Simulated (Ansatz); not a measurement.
# Ti16O: the cost of one run

Program: Ansatz 0.2.0. Level of theory: DFT PBE, scalar-relativistic, plane waves, PAW. These are calculated values, not measurements.

2 further runs of the same task are left out: 1 that didn't finish, 1 set aside as unsound or not needed.

### Step 1. Starting point

Symmetry: Fm-3m, No. 225, cubic system. The conventional cell has a = 4.112 Å, b = 4.112 Å, c = 4.112 Å, α = 90.00°, β = 90.00°, γ = 90.00°. Ti (site symmetry m-3m) has 12 Ti at 2.91 Å in its first shell of neighbours.

As a file:

```cif
data_structure
_symmetry_space_group_name_H-M 'Fm-3m'
_symmetry_Int_Tables_number 225
_cell_length_a 4.1120
_cell_length_b 4.1120
_cell_length_c 4.1120
_cell_angle_alpha 90.000
_cell_angle_beta 90.000
_cell_angle_gamma 90.000
_cell_volume 69.53
loop_
_atom_site_label
_atom_site_type_symbol
_atom_site_symmetry_multiplicity
_atom_site_Wyckoff_symbol
_atom_site_fract_x
_atom_site_fract_y
_atom_site_fract_z
_atom_site_occupancy
Ti1 Ti 4 a 0.00000 0.00000 0.00000 1
```

It is the result of an earlier relaxation at this level (volume 17.38 Å³/atom; gap on the mesh: none (metal)).

### Step 2. The defect cell, relaxed

The supercell's rows are -1 -1 -1; 3 -1 -1; -1 -1 3 in vectors of the relaxed cell. Atom 17 is the O that will move.

Input file input.yaml:

```yaml
crystal:
  lattice:
    - [-4.1120350457, -4.1120350457, -4.1120350457]
    - [-4.1120350457, 4.1120350457, 4.1120350457]
    - [4.1120350457, 4.1120350457, -4.1120350457]
  atoms:
    - { symbol: Ti, position: [0.75, 0.0, 0.25] }
    - { symbol: Ti, position: [0.5, 0.0, 0.5] }
    - { symbol: Ti, position: [0.25, 0.0, 0.75] }
    - { symbol: Ti, position: [0.75, 0.5, 0.75] }
    - { symbol: Ti, position: [0.75, 0.25, 0.0] }
    - { symbol: Ti, position: [0.5, 0.25, 0.25] }
    - { symbol: Ti, position: [0.25, 0.25, 0.5] }
    - { symbol: Ti, position: [0.0, 0.25, 0.75] }
    - { symbol: Ti, position: [0.0, 0.0, 0.0] }
    - { symbol: Ti, position: [0.75, 0.75, 0.5] }
    - { symbol: Ti, position: [0.5, 0.75, 0.75] }
    - { symbol: Ti, position: [0.5, 0.5, 0.0] }
    - { symbol: Ti, position: [0.25, 0.5, 0.25] }
    - { symbol: Ti, position: [0.0, 0.5, 0.5] }
    - { symbol: Ti, position: [0.25, 0.75, 0.0] }
    - { symbol: Ti, position: [0.0, 0.75, 0.25] }
    - { symbol: O, position: [0.4771271158, 0.0041890373, -0.0049208118] }
basis:
  ecutwfc: 420
  xc_grid: 2
kpoints:
  mp_grid: { grid: [4, 4, 4], shift: [0.5, 0.5, 0.5] }
hamiltonian:
  xc: pbe
scf:
  occupations: { method: gaussian, width: 0.1 }
output:
  forces: true
  stress: false
  eigenvalues: true
relax:
  adjacent_minimum: "off"
  f_tol: 0.02
  max_steps: 60
```

Run with:

```sh
$ ansatz run input.yaml --threads 4 --pin off --max-ram 10240MiB --backend cpu --events-out ev --progress --plain --runs-dir out
```

Q: Estimate wall time and peak memory on 4 threads of Oxide Virtual Turin-like (Zen 5), shared host.

About 1.7 min, with a peak of 1.5 GiB.
